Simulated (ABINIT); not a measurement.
MoS2:

```
CELL_PARAMETERS angstrom
3.16900 0.00000 0.00000
-1.58450 2.74443 0.00000
0.00000 0.00000 12.32400
ATOMIC_POSITIONS crystal
Mo 0.66667 0.33333 0.75000
Mo 0.33333 0.66667 0.25000
S 0.66667 0.33333 0.37700
S 0.33333 0.66667 0.87700
S 0.66667 0.33333 0.12300
S 0.33333 0.66667 0.62300
```

Base run:

- Program: ABINIT 10.8.3 (patched build)
- Functional: PBEsol
- Potentials or basis: JTH PAW PBE v2.0
- Cutoff: 544 eV
- k mesh: 8 × 8 × 2
- Occupations: fermi-dirac, width 0.05 eV
- Spin: no spin polarisation

Its results: band gap on the k mesh 0.94 eV, indirect (least direct gap 1.94 eV); pressure -2.7 GPa; largest force 0.283 eV/Å.

After a change of settings the same cell gave: band gap on the k mesh 0.85 eV, indirect (least direct gap 1.65 eV); pressure -2.7 GPa; largest force 0.279 eV/Å. Which change was it?
A. k mesh from 8 × 8 × 2 to 6 × 6 × 2
B. functional from PBEsol to PBE
C. functional from PBEsol to LDA; potentials or basis from JTH PAW PBE v2.0 to JTH PAW LDA v2.0
D. functional from PBEsol to PBE; k mesh from 8 × 8 × 2 to 6 × 6 × 2

A.

Caveats: the PAW data sets were made with another functional, which shifts forces and pressure a little; this functional lacks dispersion, which binds the layers, so the pressure and a relaxed spacing across them are unreliable.
